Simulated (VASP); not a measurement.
Wanted: the native input for a VASP 6.6.1 run.

| Item | Value |
| --- | --- |
| Task | relaxation of cell and atoms |
| Functional | LDA |
| Potentials or basis | VASP PAW LDA potentials, release 64 (Ga_d, As) |
| Cutoff | 600 eV |
| k mesh | 10 × 10 × 10 |
| Occupations | gaussian, width 0.03 eV |
| Spin | no spin polarisation |
| Further INCAR settings | ALGO = Normal; EDIFF = 1e-06; IBRION = 2; EDIFFG = -0.01; NSW = 90; ISIF = 3 |

The structure of GaAs lies in POSCAR:

```
GaAs
1.0
    0.0000000000      2.8268500000      2.8268500000
    2.8268500000      0.0000000000      2.8268500000
    2.8268500000      2.8268500000      0.0000000000
Ga As
1 1
Direct
    0.0000000000      0.0000000000      0.0000000000
    0.2500000000      0.2500000000      0.2500000000
```

These files were run (other wordings do the same):

INCAR

```
PREC = Accurate
ENCUT = 600
EDIFF = 1E-6
ISMEAR = 0
SIGMA = 0.03
LREAL = False
LASPH = True
NELM = 80
ALGO = Normal
ISIF = 3
LWAVE = False
LCHARG = False
GGA = CA
IBRION = 2
NSW = 90
EDIFFG = -0.01
```

KPOINTS

```
regular mesh
0
Gamma
  10 10 10
```

Potentials or basis: VASP PAW LDA potentials, release 64 (Ga_d, As).

Command:

```sh
$ cat potpaw_LDA.64/Ga_d/POTCAR potpaw_LDA.64/As/POTCAR > POTCAR
$ mpirun -np 1 vasp_std > vasp.out
```

It gave:

```
Relaxed volume                         : 22.08 Å³/atom
Relaxed cell                           : a = 3.967 Å, b = 3.967 Å, c = 3.967 Å, α = 60.00°, β = 60.00°, γ = 60.00°
Space group after relaxing (to 0.05 Å) : F-43m (No. 216)
Energy gained by relaxing              : 2.7 meV/atom
Ionic steps                            : 3
Pressure after relaxing                : 0.0 GPa
Band gap on the k mesh                 : 0.51 eV, direct
```

Run time: 21 s on 1 thread of Intel(R) Xeon(R) 6975P-C (Granite Rapids), on a shared host, peak memory 0.18 GiB.
